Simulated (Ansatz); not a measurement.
BN: energy along a strain

BN, P6_3mc, a = 2.555 Å, c = 4.225 Å. This isn't the usual stable structure of the compound. Ansatz: PBE, PAW, 420 eV, Γ-centred 12×12×6 mesh on 4 atoms, Gaussian smearing 0.05 eV; no spin polarisation. Cell vectors (Å): 2.555 0.000 0.000; -1.277 2.212 0.000; 0.000 0.000 4.225. The cell is strained by x per cent times the pattern (0 0 0 0 1 0) in the order xx yy zz yz xz xy (engineering shears), with fractional coordinates held. y is the free energy over the start, V0 = 5.969 Å³/atom. Symmetry makes y even in x.

| x (%) | y (meV/atom) |
| --- | --- |
| -6.00 | ? |
| -3.00 | 5.57 |
| 0.00 | 0.00 |
| 0.75 | 0.34 |
| 1.50 | 1.39 |
| 2.25 | 3.13 |
| 3.75 | 8.72 |
| 4.50 | 12.56 |
| 5.25 | 17.08 |

Problem. Fit y = c2 x² + c4 x⁴ to the other rows, get the stiffness along the pattern, and predict the missing energy.

Solution. Least squares on the rows shown. y = 0.61957 x² + 1.0834×10⁻⁵ x⁴. The clamped-ion stiffness p·C·p = 2 × 6.196 eV × 160.2 / 5.969 Å³ = 333 GPa, which is C55 in these axes. At x = -6.00 the fit asked for gives 22.32 meV/atom. The run gave 22.30 meV/atom, so the fit is 0.02 meV/atom too high, a small miss on the scale of the series.